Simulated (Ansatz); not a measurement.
Set up this calculation in Ansatz 0.2.0, as the native input.

- Task: relaxation of cell and atoms
- Functional: LDA
- Potentials or basis: Ansatz PAW
- Cutoff: 420 eV (not typed: the program's choice for these potentials)
- k mesh: 7 × 7 × 7
- Occupations: fermi-dirac, width 0.05 eV
- Spin: no spin polarisation

Crystal: Sn.

```xyz
2
Lattice="0.0000 3.2333 3.2333 3.2333 0.0000 3.2333 3.2333 3.2333 0.0000" Properties=species:S:1:pos:R:3 pbc="T T T"
Sn    4.8500    4.8500    4.8500
Sn    3.2333    3.2333    3.2333
```

This isn't the form of Sn at room conditions, which is tetragonal (white tin).

The input as run:

input.yaml

```yaml
crystal:
  lattice:
    - [0.0, 3.2333428, 3.2333428]
    - [3.2333428, 0.0, 3.2333428]
    - [3.2333428, 3.2333428, 0.0]
  atoms:
    - { symbol: Sn, position: [0.75, 0.75, 0.75] }
    - { symbol: Sn, position: [0.5, 0.5, 0.5] }
hamiltonian:
  xc: lda
  pseudopotentials: { kind: paw }
kpoints:
  mp_grid: { grid: [7, 7, 7] }
scf:
  occupations: { method: fermi_dirac, width: 0.05 }
output:
  forces: true
  stress: true
  write_density: true
  write_potential: true
  elf: true
  volumetric_format: npy
relax:
  f_tol: 0.01
  max_steps: 40
  cell: { stress_tol: 0.05 }
```

Potentials or basis: Ansatz PAW.

Launch:

```bash
$ ansatz run input.yaml --threads 2 --pin off --max-ram 5632MiB --backend cpu --events-out ev --progress --plain --runs-dir out
```

Results of the run:

The relaxed volume is 33.93 Å³/atom. The relaxed cell is a = 4.578 Å, b = 4.578 Å, c = 4.578 Å, α = 60.00°, β = 60.00°, γ = 60.00°. The space group after relaxing (to 0.05 Å) is Fd-3m (No. 227). The energy gained by relaxing is 0.1 meV/atom. The ionic steps are 4, the pressure after relaxing is 0.0 GPa and the band gap on the k mesh is none (metal or under the smearing width).

Caveat: the plane-wave basis is chosen anew once the cell has moved, so the energies of steps on either side of that aren't comparable; the PAW data sets come from PBE, with cores solved anew for the run's functional, which leaves a small shift of forces and pressure.

It took 13 s on 2 threads of Intel(R) Xeon(R) Processor @ 2.50GHz (Skylake/Cascade Lake), on a shared host, peak memory 0.35 GiB.
